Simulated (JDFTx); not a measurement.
# PtS2 (P-3m1) in JDFTx: single point with PBEsol

Aim: the single point of PtS2 with PBEsol.

Program: JDFTx 1.7.0 (patched build). These are calculated values, not measurements. Logs are shortened: lines on timing, memory, paths and dates and some standing lists are left out, and cuts for length are marked. The log counts tension as positive stress, the text compression.

## 1. The structure

It takes space group P-3m1 (No. 164, trigonal). Conventional cell: a = 3.543 Å, b = 3.543 Å, c = 5.039 Å, α = 90.00°, β = 90.00°, γ = 120.00°. Pt (site symmetry -3m) is surrounded by 6 S at 2.34 Å. S (site symmetry 3m) is surrounded by 3 Pt at 2.34 Å.

## 2. Single point, PBEsol

PtS2.in

```
include PtS2.lattice
coords-type Lattice
include PtS2.ionpos

ion-species pseudo/Pt.upf
ion-species pseudo/S.upf
elec-cutoff 42 336
elec-ex-corr gga-PBEsol
kpoint-folding 9 9 5
elec-smearing Fermi 0.0018374661
elec-n-bands 22
electronic-SCF nIterations 100 energyDiffThreshold 1e-09
electronic-minimize nIterations 30 energyDiffThreshold 1e-7
converge-empty-states yes
forces-output-coords Cartesian

dump-name run.$VAR
dump End Ecomponents EigStats BandEigs Kpoints Forces Stress ElecDensity
```

PtS2.lattice

```
lattice \
    6.6956776048    -3.3478388024     0.0000000000 \
    0.0000000000     5.7986269013     0.0000000000 \
    0.0000000000     0.0000000000     9.5219519968
```

PtS2.ionpos

```
ion Pt     0.0000000000     0.0000000000     0.0000000000 1
ion S      0.6666666667     0.3333333333     0.7730000000 1
ion S      0.3333333333     0.6666666667     0.2270000000 1
```

Potentials or basis: PseudoDojo-SR-PBEsol-0.4.1-standard with smoothed tails.

Launch:

```sh
$ jdftx -c 1 -i PtS2.in -o PtS2.out
```

The program printed:

```text
*************** JDFTx 1.7.0 (patched build) ***************

Input parsed successfully to the following command list (including defaults):
[... the input with its defaults ...]

---------- Setting up symmetries ----------

Found 24 point-group symmetries of the bravais lattice
Found 12 space-group symmetries with basis
Applied RMS atom displacement 3.15637e-10 bohrs to make symmetries exact.

---------- Initializing the Grid ----------
R =
[      6.69568     -3.34784            0  ]
[            0      5.79863            0  ]
[            0            0      9.52195  ]
unit cell volume = 369.697
G =
[   0.938394   0.541782         -0  ]
[          0    1.08356          0  ]
[          0         -0   0.659863  ]
Minimum fftbox size, Smin = [  56  56  80  ]
Chosen fftbox size, S = [  56  56  80  ]

---------- Initializing tighter grid for wavefunction operations ----------
R =
[      6.69568     -3.34784            0  ]
[            0      5.79863            0  ]
[            0            0      9.52195  ]
unit cell volume = 369.697
G =
[   0.938394   0.541782         -0  ]
[          0    1.08356          0  ]
[          0         -0   0.659863  ]
Minimum fftbox size, Smin = [  40  40  56  ]
Chosen fftbox size, S = [  40  40  56  ]

---------- Exchange Correlation functional ----------
Initalized PBEsol GGA exchange.
Initalized PBEsol GGA correlation.

---------- Setting up pseudopotentials ----------
Width of ionic core gaussian charges (only for fluid interactions / plotting) set to 0

Reading pseudopotential file 'pseudo/Pt.upf':
  'Pt' pseudopotential, 'PBESOL' functional
  Generated using ONCVPSP code by D. R. Hamann
  18 valence electrons, 4 orbitals, 8 projectors, 1001 radial grid points, with lMax = 3
    5S    l: 0   occupation:  2.0   eigenvalue: -3.744084
    5P    l: 1   occupation:  6.0   eigenvalue: -2.059473
    5D    l: 2   occupation:  9.0   eigenvalue: -0.226650
    6S    l: 0   occupation:  1.0   eigenvalue: -0.209389
  Core radius for overlap checks: 1.88 bohrs.

Reading pseudopotential file 'pseudo/S.upf':
  'S' pseudopotential, 'PBESOL' functional
  Generated using ONCVPSP code by D. R. Hamann
  6 valence electrons, 2 orbitals, 6 projectors, 1001 radial grid points, with lMax = 2
    3S    l: 0   occupation:  2.0   eigenvalue: -0.631879
    3P    l: 1   occupation:  4.0   eigenvalue: -0.256451
  Core radius for overlap checks: 1.58 bohrs.

Initialized 2 species with 3 total atoms.

Folded 1 k-points by 9x9x5 to 405 k-points.

---------- Setting up k-points, bands, fillings ----------
Reduced to 50 k-points under symmetry.
Computing the number of bands and number of electrons
Calculating initial fillings.
nElectrons:  30.000000   nBands: 22   nStates: 50

----- Setting up reduced wavefunction bases (one per k-point) -----
average nbasis = 4805.484 , ideal nbasis = 4806.330

---------- Setting up ewald sum ----------
Optimum gaussian width for ewald sums = 2.384177 bohr.
Real space sum over 1089 unit cells with max indices [  5  5  4  ]
Reciprocal space sum over 2873 terms with max indices [  6  6  8  ]

---------- Allocating electronic variables ----------
Initializing wave functions:  linear combination of atomic orbitals
Note: number of bands (22) exceeds available atomic orbitals (18)
Pt pseudo-atom occupations:   s ( 2 0 )  p ( 6 )  d ( 10 )
S pseudo-atom occupations:   s ( 2 )  p ( 4 )
	FillingsUpdate:  mu: +0.475749476  nElectrons: 30.000000
LCAOMinimize: Iter:   0  F: -140.8307015947416403  |grad|_K:  1.325e-02  alpha:  1.000e+00
	FillingsUpdate:  mu: +0.549511562  nElectrons: 30.000000
LCAOMinimize: Iter:   1  F: -141.4576813016368817  |grad|_K:  6.448e-03  alpha:  4.449e-01  linmin:  1.644e-01  cgtest: -9.525e-01
LCAOMinimize: 	Bad step direction: g.d > 0.
[... 16 lines of inner loops ...]
LCAOMinimize: Iter:   7  F: -141.6315781043059872  |grad|_K:  6.047e-06  alpha:  3.800e-01  linmin: -3.043e-05  cgtest: -4.388e-05
	FillingsUpdate:  mu: +0.430089359  nElectrons: 30.000000
LCAOMinimize: Iter:   8  F: -141.6315783810472340  |grad|_K:  7.818e-07  alpha:  6.255e-01  linmin:  1.448e-03  cgtest: -3.018e-03
LCAOMinimize: Converged (|Delta F|<1.000000e-06 for 2 iters).

-------- Electronic minimization -----------
Will mix electronic density at each iteration.
	FillingsUpdate:  mu: +0.430089359  nElectrons: 30.000000
	FillingsUpdate:  mu: +0.416907236  nElectrons: 30.000000
SCF: Cycle:  0   F: -141.748387074876604   dF: -1.168e-01   |Residual|: 1.398e-01   |deigs|: 1.373e-01
	FillingsUpdate:  mu: +0.417751878  nElectrons: 30.000000
SCF: Cycle:  1   F: -141.793580695028908   dF: -4.519e-02   |Residual|: 6.852e-02   |deigs|: 1.104e-02
	FillingsUpdate:  mu: +0.417307066  nElectrons: 30.000000
SCF: Cycle:  2   F: -141.800302139941948   dF: -6.721e-03   |Residual|: 2.267e-02   |deigs|: 6.007e-03
	FillingsUpdate:  mu: +0.418211118  nElectrons: 30.000000
SCF: Cycle:  3   F: -141.801229638648948   dF: -9.275e-04   |Residual|: 1.176e-02   |deigs|: 3.425e-03
	FillingsUpdate:  mu: +0.418968759  nElectrons: 30.000000
SCF: Cycle:  4   F: -141.801233819307384   dF: -4.181e-06   |Residual|: 3.212e-03   |deigs|: 8.790e-04
	FillingsUpdate:  mu: +0.419021134  nElectrons: 30.000000
SCF: Cycle:  5   F: -141.801257393800711   dF: -2.357e-05   |Residual|: 1.030e-03   |deigs|: 2.272e-04
	FillingsUpdate:  mu: +0.419161954  nElectrons: 30.000000
SCF: Cycle:  6   F: -141.801258655484475   dF: -1.262e-06   |Residual|: 4.189e-04   |deigs|: 1.346e-04
	FillingsUpdate:  mu: +0.419187688  nElectrons: 30.000000
SCF: Cycle:  7   F: -141.801258966058697   dF: -3.106e-07   |Residual|: 1.493e-04   |deigs|: 5.756e-05
	FillingsUpdate:  mu: +0.419196795  nElectrons: 30.000000
SCF: Cycle:  8   F: -141.801259060339646   dF: -9.428e-08   |Residual|: 4.083e-05   |deigs|: 3.173e-05
	FillingsUpdate:  mu: +0.419197113  nElectrons: 30.000000
SCF: Cycle:  9   F: -141.801259095944744   dF: -3.561e-08   |Residual|: 2.320e-05   |deigs|: 2.341e-05
	FillingsUpdate:  mu: +0.419194755  nElectrons: 30.000000
SCF: Cycle: 10   F: -141.801259110254875   dF: -1.431e-08   |Residual|: 2.138e-05   |deigs|: 1.571e-05
	FillingsUpdate:  mu: +0.419195123  nElectrons: 30.000000
SCF: Cycle: 11   F: -141.801259116530019   dF: -6.275e-09   |Residual|: 8.145e-06   |deigs|: 1.572e-05
	FillingsUpdate:  mu: +0.419195475  nElectrons: 30.000000
SCF: Cycle: 12   F: -141.801259118747254   dF: -2.217e-09   |Residual|: 1.750e-06   |deigs|: 8.765e-06
	FillingsUpdate:  mu: +0.419195437  nElectrons: 30.000000
SCF: Cycle: 13   F: -141.801259119846065   dF: -1.099e-09   |Residual|: 2.353e-06   |deigs|: 1.478e-05
	FillingsUpdate:  mu: +0.419195450  nElectrons: 30.000000
SCF: Cycle: 14   F: -141.801259120211796   dF: -3.657e-10   |Residual|: 3.660e-06   |deigs|: 9.862e-06
	FillingsUpdate:  mu: +0.419195393  nElectrons: 30.000000
SCF: Cycle: 15   F: -141.801259120431638   dF: -2.198e-10   |Residual|: 3.268e-06   |deigs|: 1.740e-05
SCF: Converged (|Delta E|<1.000000e-09 for 2 iters).

Setting wave functions to eigenvectors of Hamiltonian
Converging empty states (this may take a while):
EmptyStates: None of the convergence criteria satisfied.
|deigs|: 2.104e-04

# Stress tensor in Cartesian coordinates [Eh/a0^3]:
[ -0.000219356            0            0  ]
[            0 -0.000219356            0  ]
[            0            0 -0.000194931  ]

# Ionic positions in lattice coordinates:
ion Pt   0.000000000000000   0.000000000000000   0.000000000000000 1
ion S   0.666666666666667   0.333333333333333   0.773000000000000 1
ion S   0.333333333333333   0.666666666666667   0.227000000000000 1

# Forces in Cartesian coordinates:
force Pt   0.000000000000000  -0.000000000000000   0.000000000000000 1
force S   0.000000000000000  -0.000000000000000  -0.018252485637353 1
force S  -0.000000000000000  -0.000000000000000   0.018252485637353 1

# Energy components:
   Eewald =      -89.3083635253721440
       EH =       44.6559970582795813
     Eloc =     -134.0035041727308283
      Enl =       11.0042527429906407
      Exc =      -29.9715936611829399
 Exc_core =       10.8331031734458154
       KE =       44.9888495533299348
-------------------------------------
     Etot =     -141.8012588312399203
       TS =        0.0000002891917183
-------------------------------------
        F =     -141.8012591204316379

IonicMinimize: Iter:   0  F: -141.801259120431638  |grad|_K:  8.604e-03
IonicMinimize: None of the convergence criteria satisfied after 0 iterations.

#--- Lowdin population analysis ---
# oxidation-state Pt +0.655
# oxidation-state S -0.205 -0.205

Dumping 'run.eigStats' ...
	eMin: -3.261366 at state 2 ( [ +0.000000 +0.000000 +0.400000 ] spin 0 )
	HOMO: +0.402889 at state 9 ( [ +0.000000 +0.222222 +0.200000 ] spin 0 )
	mu  : +0.419195
	LUMO: +0.437660 at state 14 ( [ +0.000000 +0.333333 +0.200000 ] spin 0 )
	eMax: +0.836881 at state 0 ( [ +0.000000 +0.000000 +0.000000 ] spin 0 )
	HOMO-LUMO gap: +0.034771
	Optical gap  : +0.036355 at state 9 ( [ +0.000000 +0.222222 +0.200000 ] spin 0 )
WARNING: the last solve of the electrons (or of bands or displaced states from it) ended unconverged.
Done!
[note: mu as printed may lie anywhere between the filled and the empty levels]
```

Wall time 2.4 min (1 thread of Intel Xeon 6975P-C (Granite Rapids), shared host); peak memory 0.39 GiB.

What came out:

```
Free energy            : -3858.6088 eV
Pressure               : 6.2 GPa
Largest force          : 0.939 eV/Å
Band gap on the k mesh : 0.95 eV, indirect (least direct gap 0.99 eV)
Loewdin charges        : Pt +0.66; S -0.20 e
```

Forces in eV/Å, atoms in the order of the input:
```
Pt   0.000  0.000  0.000
S    0.000  0.000 -0.939
S    0.000  0.000  0.939
```

Stress tensor (GPa, compression positive):
```
6.45 0.00 0.00
0.00 6.45 0.00
0.00 0.00 5.74
```

Levels at points of the mesh, in eV from the valence-band top:
```tsv
k point	band 13	band 14	band 15	band 16	band 17	band 18
(0.00, 0.00, 0.00)	-1.16	-1.16	-0.15	2.42	2.42	4.62
```

Caveat: the atomic charges don't sum to the cell's charge; the empty levels aren't tightly converged; spin-orbit coupling is left out, which moves the levels of the heavy elements; an odd mesh through Γ misses points on the zone boundary, where band edges often lie.
